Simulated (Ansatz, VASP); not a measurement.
## InSe in VASP and in Ansatz

```
CELL_PARAMETERS angstrom
2.00000 1.15470 8.31667
-2.00000 1.15470 8.31667
0.00000 -2.30940 8.31667
ATOMIC_POSITIONS crystal
In 0.00000 0.00000 0.00000
In 0.11220 0.11220 0.11220
Se 0.61550 0.61550 0.61550
Se 0.83000 0.83000 0.83000
```

Alike in both runs: task single point; functional PBEsol; k mesh 6 × 6 × 6; occupations gaussian, width 0.1 eV; no spin polarisation.

|  | VASP | Ansatz |
| --- | --- | --- |
| version | VASP 6.6.1 | Ansatz 0.2.0 |
| potentials or method | VASP PAW PBE potentials, release 64 (In_d, Se) | scalar-relativistic, plane waves, PAW |
| plane-wave cutoff (eV) | 520 | 420 |
| valence electrons in the cell | 38 | 58 |

|  | VASP | Ansatz | Ansatz less VASP |
| --- | --- | --- | --- |
| gap on the k mesh at the Fermi level (eV) | 0.28 | 0.30 | +0.013 |
| least direct gap on the mesh (eV) | 0.28 | 0.30 | +0.013 |
| pressure (GPa) | 0.3 | 0.3 | -0.07 |
| largest component of the traceless stress (GPa) | 0.41 | 0.40 | -0.011 |
| rms of the force components (eV/Å) | 0.071 | 0.062 | -0.0086 |

Atom by atom the forces differ by 0.011 eV/Å (rms over components). The functional is the same, so the differences come from potentials, cutoffs and numerics. The two sets of potentials don't hold the same shells in valence.

Caveats: the PAW data sets were made with another functional, which shifts forces and pressure a little (VASP); spin-orbit coupling is left out, which moves the levels of the heavy elements. A k mesh can miss the band edges. As with any semilocal functional, this PBEsol gap is likely too small.
